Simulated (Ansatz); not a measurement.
Runs of Ansatz 0.2.0 on AlNi3. The structure is cubic, space group Pm-3m (No. 221). Conventional cell: a = 3.523 Å, b = 3.523 Å, c = 3.523 Å, α = 90.00°, β = 90.00°, γ = 90.00°. Ni (site symmetry 4/mmm) has 8 Ni at 2.49 Å and 4 Al at 2.49 Å as nearest neighbours. Al (site symmetry m-3m) is surrounded by 12 Ni at 2.49 Å. The cell is a database's computed one.

| task | level | potentials or basis | k mesh | cutoff (eV) | gap on the mesh (eV) | moment (μB) | V0 of scaled cells (Å³/atom) | B0 (GPa) |
| --- | --- | --- | --- | --- | --- | --- | --- | --- |
| phonons | PBE | Ansatz PAW | 6 × 6 × 6 | 420 | none | 0.70 | - | - |
| equation of state | PBE | Ansatz PAW | 8 × 8 × 8 | 420 | - | - | 11.35 | 182 |
| equation of state | PBEsol | Ansatz PAW | 8 × 8 × 8 | 420 | - | - | 10.90 | (b) |
| equation of state | PBE | Ansatz PAW soft_1 | 8 × 8 × 8 | 420 | - | - | 11.35 | 181 |
| single point | PBE | Ansatz PAW | 8 × 8 × 8 | 420 | none | 0.70 | - | - |
| equation of state | LDA | Ansatz PAW | 8 × 8 × 8 | 420 | - | - | 10.54 | 221 |
| equation of state | r2SCAN | Ansatz PAW | 8 × 8 × 8 | 500 | - | - | (a) | (c) |

Alike in all rows: spin collinear, ferromagnetic start; cell as given; smearing fermi-dirac 0.05 eV.

Q: Estimate the missing entries.

A: (a) 10.96; (b) 203; (c) 202.

Caveats: the PAW data sets come from PBE, with cores solved anew for the run's functional, which leaves a small shift of forces and pressure (some runs); the magnetic or orbital state may not be the lowest (some runs).

A k mesh can miss the band edges.

A gap of «none» marks a metal or a gap under the smearing width.

Not every run made on this cell is shown here.
